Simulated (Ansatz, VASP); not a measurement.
One calculation of PtSe2, two programs

```xyz
3
Lattice="3.7799 0.0000 0.0000 -1.8899 3.2735 0.0000 0.0000 0.0000 4.9861" Properties=species:S:1:pos:R:3 pbc="T T T"
Pt    0.0000    0.0000    0.0000
Se    0.0000    2.1823    1.2465
Se    1.8899    1.0912    3.7396
```

Change from the starting cell: strain +0.015 along x and y, -0.015 along z, atoms carried along.

Alike in both runs: task single point; functional PBE; k mesh 12 × 12 × 10; occupations gaussian, width 0.15 eV; no spin polarisation.

|  | VASP | Ansatz |
| --- | --- | --- |
| version | VASP 6.6.1 | Ansatz 0.2.0 |
| potentials or method | VASP PAW PBE potentials, release 64 (Pt, Se) | scalar-relativistic, plane waves, PAW |
| plane-wave cutoff (eV) | 520 | 420 |
| valence electrons in the cell | 22 | 50 |

|  | VASP | Ansatz | Ansatz less VASP |
| --- | --- | --- | --- |
| gap on the k mesh at the Fermi level (eV) | none | none | - |
| pressure (GPa) | 4.3 | 4.3 | +0.02 |
| largest component of the traceless stress (GPa) | 0.30 | 0.31 | +0.009 |
| rms of the force components (eV/Å) | 0.206 | 0.204 | -0.0022 |

Atom by atom the forces differ by 0.002 eV/Å (rms over components). A gap of «none» marks a metal or a gap that the smearing closes. The two sets of potentials don't hold the same shells in valence.

Spin-orbit coupling is left out, which matters for the levels of Pt.
